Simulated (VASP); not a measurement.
Set up this calculation in VASP 6.6.1, as the native input.

```
Task                   : relaxation of cell and atoms
Functional             : r2SCAN
Potentials or basis    : VASP PAW PBE potentials, release 64 (Ti_sv, Pt)
Cutoff                 : 600 eV
k mesh                 : 10 × 10 × 10
Occupations            : methfessel-paxton, width 0.1 eV
Spin                   : no spin polarisation
Further INCAR settings : ALGO = Normal; EDIFF = 1e-07; IBRION = 2; EDIFFG = -0.005; NSW = 90; ISIF = 3
```

The structure of TiPt3 lies in POSCAR:

```
TiPt3                                   
1.0
    3.9253432245      0.0000000000      0.0000000000
   -0.0000000000      3.9253432245      0.0000000000
   -0.0000000000     -0.0000000000      3.9253432245
  Ti              Pt            
     1     3
Direct
     0.0000000000000000    0.0000000000000000    0.0000000000000000
     0.0000000000000000    0.5000000000000000    0.5000000000000000
     0.5000000000000000    0.0000000000000000    0.5000000000000000
     0.5000000000000000    0.5000000000000000    0.0000000000000000
```

These files were run (other wordings do the same):

INCAR

```
PREC     = Accurate       # precision mode
ENCUT    = 600            # plane-wave cutoff, eV
EDIFF    = 1E-7           # SCF threshold, eV
ISMEAR   = 1              # smearing method
SIGMA    = 0.1            # smearing width, eV
LREAL    = F              # projectors in reciprocal space
LASPH    = T              # aspherical terms in the spheres
NELM     = 80             # most SCF steps
ALGO     = Normal         # electronic algorithm
ISIF     = 3              # what is computed and relaxed
LWAVE    = F              # write WAVECAR
LCHARG   = F              # write CHGCAR
METAGGA  = R2SCAN         # meta-GGA
LMIXTAU  = T            
IBRION   = 2              # ionic algorithm
NSW      = 90             # ionic steps
EDIFFG   = -0.005         # ionic threshold
```

KPOINTS

```
regular mesh
0
Gamma
  10 10 10
```

Potentials or basis: VASP PAW PBE potentials, release 64 (Ti_sv, Pt).

Command:

```bash
$ cat potpaw_PBE.64/Ti_sv/POTCAR potpaw_PBE.64/Pt/POTCAR > POTCAR
$ mpirun -np 1 vasp_std > vasp.out
```

It gave:

The relaxed volume is 15.11 Å³/atom, the relaxed cell is a = 3.925 Å, b = 3.925 Å, c = 3.925 Å, α = 90.00°, β = 90.00°, γ = 90.00° and the space group after relaxing (to 0.05 Å) is Pm-3m (No. 221). The energy gained by relaxing is 0.0 meV/atom. The ionic steps are 3. The pressure after relaxing is 0.0 GPa and the band gap on the k mesh is none (metal or under the smearing width).

Caveat: the PAW data sets were made with another functional, which shifts forces and pressure a little.

It took 4.5 min on 1 thread of Intel(R) Xeon(R) 6975P-C (Granite Rapids), on a shared host, peak memory 0.26 GiB.
